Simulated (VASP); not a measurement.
C, 2 atoms in the cell. The typed cell holds 2 atoms: a = 2.456 Å, b = 2.456 Å, c = 3.765 Å, α = 108.50°, β = 108.50°, γ = 60.00°. This is a stacking variant of graphite. The cell isn't the ideal one: all atoms moved at random, sigma 0.15 Å a component.

- Program: VASP 6.6.1
- Task: core levels
- Functional: PBEsol
- Potentials or basis: VASP PAW PBE potentials, release 64 (C)
- Cutoff: 520 eV
- k mesh: 13 × 13 × 8
- Occupations: gaussian, width 0.02 eV
- Spin: no spin polarisation
- Further INCAR settings: ALGO = Fast; EDIFF = 1e-07

Potentials or basis: VASP PAW PBE potentials, release 64 (C).

The run is started by

```sh
$ cat potpaw_PBE.64/C/POTCAR > POTCAR
$ mpirun -np 1 vasp_std > vasp.out
```

Hardware: 1 thread of Intel(R) Xeon(R) 6975P-C (Granite Rapids), on a shared host.

**Question.** How long does it take, and how much memory?

**Answer.** Run time: 42 s on 1 thread of Intel(R) Xeon(R) 6975P-C (Granite Rapids), on a shared host, peak memory 0.19 GiB. Counts: scf iterations 16, k points 677.
